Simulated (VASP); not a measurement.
# Ru in VASP: settings compared, part 3 of 3

VASP 6.6.1.

## Step 6: Work function, PBE

File INCAR:

```
SYSTEM = Ru
PREC = Accurate
ENCUT = 520
EDIFF = 1E-6
ISMEAR = 1
SIGMA = 0.1
LREAL = .False.
LASPH = .True.
NELM = 100
ALGO = Normal
ISIF = 2
LWAVE = .False.
LCHARG = .True.
GGA = PE
LELF = .True.
LVHAR = .True.
LVACPOTAV = .True.
```

File KPOINTS:

```
regular mesh
0
Gamma
  14 14 1
  0 0 0
```

File POSCAR:

```
Ru                                      
1.0
    2.7193470000      0.0000000000      0.0000000000
   -1.3596735000      2.3550235400      0.0000000000
    0.0000000000      0.0000000000     27.8262814600
  Ru            
     4
Selective dynamics
Direct
     0.3333330000000032    0.6666669999999968    0.3842003199999979   F   F   F
     0.6666669999999968    0.3333330000000032    0.4587132220928041   T   T   T
     0.3333330000000032    0.6666669999999968    0.5363981389483105   T   T   T
     0.6666669999999968    0.3333330000000032    0.6109165379328453   T   T   T
```

Potentials or basis: VASP PAW PBE potentials, release 64 (Ru_pv).

Run with:

```sh
> cat potpaw_PBE.64/Ru_pv/POTCAR > POTCAR
> mpirun -np 1 vasp_std > vasp.out
```

OUTCAR:

```text
SYSTEM = Ru
   PREC = Accurate
   ENCUT = 520
   EDIFF = 1E-6
   ISMEAR = 1
   LREAL = .False.
   LASPH = .True.
   NELM = 100
   ISIF = 2
   GGA = PE

 ion  position               nearest neighbor table
   1  0.333  0.667  0.384-   2 2.60   2 2.60   2 2.60
   2  0.667  0.333  0.459-   1 2.60   1 2.60   1 2.60   3 2.67   3 2.67   3 2.67
   3  0.333  0.667  0.536-   4 2.60   4 2.60   4 2.60   2 2.67   2 2.67   2 2.67
   4  0.667  0.333  0.611-   3 2.60   3 2.60   3 2.60

  LATTYP: Found a hexagonal cell.
 ALAT       =     2.7193470000
 C/A-ratio  =    10.2327071389

  Lattice vectors:

 A1 = (   2.7193470000,   0.0000000000,   0.0000000000)
 A2 = (  -1.3596735000,   2.3550235400,   0.0000000000)
 A3 = (   0.0000000000,   0.0000000000,  27.8262814600)

Analysis of symmetry for initial positions (statically):
=====================================================================
 Subroutine PRICEL returns:
 Original cell was already a primitive cell.

 Routine SETGRP: Setting up the symmetry group for a
 hexagonal supercell.

 Subroutine GETGRP returns: Found 12 space group operations
 (whereof  6 operations were pure point group operations)
 out of a pool of 24 trial point group operations.

The static configuration has the point symmetry C_3v.
 The point group associated with its full space group is D_3d.

Analysis of symmetry for dynamics (positions and initial velocities):
=====================================================================
 Subroutine PRICEL returns:
 Original cell was already a primitive cell.

 Routine SETGRP: Setting up the symmetry group for a
 hexagonal supercell.

 Subroutine GETGRP returns: Found 12 space group operations
 (whereof  6 operations were pure point group operations)
 out of a pool of 24 trial point group operations.

The dynamic configuration has the point symmetry C_3v.
 The point group associated with its full space group is D_3d.

Analysis of constrained symmetry for selective dynamics:
[... 134 lines left out ...]
     AMIX_MAG =   1.60;   BMIX_MAG =  1.00
  volume/ion in A,a.u.               =      44.55       300.64
  Fermi-wavevector in a.u.,A,eV,Ry     =   1.113010  2.103284 16.854785  1.238792
  Thomas-Fermi vector in A             =   2.249591
   LORBIT       =      0    0 simple, 1 ext, 2 COOP (PROOUT), +10 PAW based schemes
   GGA     = PE    functional components
   LHFCALC =     F    Hartree Fock is set to
   AEXX    =    0.0000 exact exchange contribution
   IVDW    =     0    specifies the selected vdW correction
   LEPSILON=     F    determine dielectric tensor
   LRPA    =     F    only Hartree local field effects (RPA)
 non-spin polarized calculation
 Methfessel and Paxton  Order N= 1 SIGMA  =   0.10
  energy-cutoff  :      520.00
  volume of cell :      178.20
 maximum number of plane-waves:      4837
   NGX = 11   NGY = 11   NGZ =103

 number of electron      56.0000016 magnetization

 Free energy of the ion-electron system (eV)
  ---------------------------------------------------
  ext. energy  EPLUGINS =         0.00000000
  ---------------------------------------------------
  free energy    TOTEN  =       -34.80848076 eV

  energy without entropy =      -34.80727993  energy(sigma->0) =      -34.80808048

 E-fermi :   0.4748     XC(G=0):  -5.0601

 val. band max:        0.4717108370   @ k =   0.2857   0.0714   0.0000
 cond. band min:       0.4797473203   @ k =   0.2143  -0.0000   0.0000
 fundamental gap:      0.0080364833
 Fermi energy:         0.4748371655

 k-point     1 :       0.0000    0.0000    0.0000
  band No.  band energies     occupation
      1     -43.1510      2.00000
      2     -42.7537      2.00000
      3     -42.3598      2.00000
      4     -42.3598      2.00000
      5     -42.2832      2.00000
      6     -42.2832      2.00000
[... 853 lines left out ...]
     32       1.7271     -0.00000
     33       7.1420      0.00000

------------------------ aborting loop because EDIFF is reached ----------------------------------------

  FORCE on cell =-STRESS in cart. coord.  units (eV):
  Direction    XX          YY          ZZ          XY          YZ          ZX
  --------------------------------------------------------------------------------------
  -------------------------------------------------------------------------------------
  Total       -2.7194786     -2.7194785     -0.0639268      0.0000000      0.0000000      0.0000000
  in kB      -24.4501304    -24.4501295     -0.5747493      0.0000000      0.0000000      0.0000000
  external PRESSURE =     -16.4916697 kB  Pullay stress =       0.0000000 kB

 VOLUME and BASIS-vectors are now :
 -----------------------------------------------------------------------------
  energy-cutoff  :      520.00
  volume of cell :      178.20
      direct lattice vectors                 reciprocal lattice vectors
     2.719347000  0.000000000  0.000000000     0.367735342  0.212312103  0.000000000
    -1.359673500  2.355023540  0.000000000     0.000000000  0.424624206  0.000000000
     0.000000000  0.000000000 27.826281460     0.000000000  0.000000000  0.035937249

 POSITION                                       TOTAL-FORCE (eV/Angst)
 -----------------------------------------------------------------------------------
     -0.00000      1.57002     10.69087         0.000000      0.000000      0.002146
      1.35967      0.78501     12.76428        -0.000000     -0.000000      0.002156
     -0.00000      1.57002     14.92597         0.000000     -0.000000     -0.000713
      1.35967      0.78501     16.99954        -0.000000      0.000000     -0.003589
 -----------------------------------------------------------------------------------
    total drift:                               -0.000000     -0.000000      0.000076

  FREE ENERGIE OF THE ION-ELECTRON SYSTEM (eV)
  ---------------------------------------------------
  free  energy   TOTEN  =       -34.8084807557 eV

  energy  without entropy=      -34.8072799345  energy(sigma->0) =      -34.80808048
```

stdout:

```text
POSCAR found type information on POSCAR Ru
 POSCAR found :  1 types and       4 ions
 scaLAPACK will be used
 LDA part: xc-table for (Slater+PW92), standard interpolation
 POSCAR, INCAR and KPOINTS ok, starting setup
 FFT: planning ... GRIDC
 FFT: planning ... GRID_SOFT
 FFT: planning ... GRID
 WAVECAR not read
 entering main loop
```

Run time: 5.3 min. Hardware: 1 thread of AMD EPYC 7R43 (Zen 3), shared host; peak memory 0.28 GiB.

Results:

| Item | Value |
| --- | --- |
| Free energy | -34.8085 eV |
| Largest force | 0.004 eV/Å |
| Band gap on the k mesh | none (metal or under the smearing width) |

Forces on the atoms (eV/Å):
```
Ru   0.000  0.000  0.002
Ru   0.000  0.000  0.002
Ru   0.000  0.000 -0.001
Ru   0.000  0.000 -0.004
```

## Step 7: The runs side by side

```csv
level,k mesh,dipole correction,mesh quality,gap on the mesh (eV),largest force (eV/Å),work function (eV)
PBE,14 × 14 × 1,yes,not flagged,none,-,5.03
PBE+D3(BJ),14 × 14 × 1,yes,not flagged,none,0.16,5.03
PBE,21 × 21 × 1,yes,not flagged,none,0.08,5.02
PBE,4 × 4 × 1,yes,coarse,none,0.30,4.85
PBE,14 × 14 × 1,no,not flagged,none,-,-
```

Alike in all rows: task work function; potentials or basis VASP PAW PBE potentials, release 64 (Ru_pv); no spin polarisation; cell as given; cutoff (eV) 520; smearing methfessel-paxton 0.1 eV.

Caveats: some runs use coarse meshes.

Absolute energies hang on the potentials; compare differences alone.
